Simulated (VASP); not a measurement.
TaN, 4 atoms in the cell. It takes space group P6_3/mmc (No. 194, hexagonal). Conventional cell: a = 2.922 Å, b = 2.922 Å, c = 5.917 Å, α = 90.00°, β = 90.00°, γ = 120.00°. Ta (site symmetry -3m) is surrounded by 6 N at 2.24 Å. N (site symmetry -6m2) has 6 Ta at 2.24 Å as nearest neighbours. The cell comes from a database or a generator and needn't be the stable form of this composition.

- Program: VASP 6.6.1
- Task: band structure
- Functional: PBEsol
- Potentials or basis: VASP PAW PBE potentials, release 64 (Ta_pv, N)
- Cutoff: 520 eV
- k mesh: 10 × 10 × 5
- Occupations: fermi-dirac, width 0.05 eV
- Spin: no spin polarisation
- Further INCAR settings: ALGO = Normal; EDIFF = 1e-07; NBANDS = 24

Potentials or basis: VASP PAW PBE potentials, release 64 (Ta_pv, N).

Command:

```bash
$ cat potpaw_PBE.64/Ta_pv/POTCAR potpaw_PBE.64/N/POTCAR > POTCAR
$ cp INCAR.step1 INCAR
$ cp KPOINTS.step1 KPOINTS
$ mpirun -np 1 vasp_std > vasp.out
$ cp INCAR.step2 INCAR
$ cp KPOINTS.step2 KPOINTS
$ mpirun -np 1 vasp_std > vasp.out
```

Hardware: 1 thread of Intel(R) Xeon(R) 6975P-C (Granite Rapids), on a shared host.

Q: How long does it take, and how much memory?

A: Run time: 52 s on 1 thread of Intel(R) Xeon(R) 6975P-C (Granite Rapids) (shared host), peak memory 0.28 GiB. Counts: scf iterations 8, k points 180.
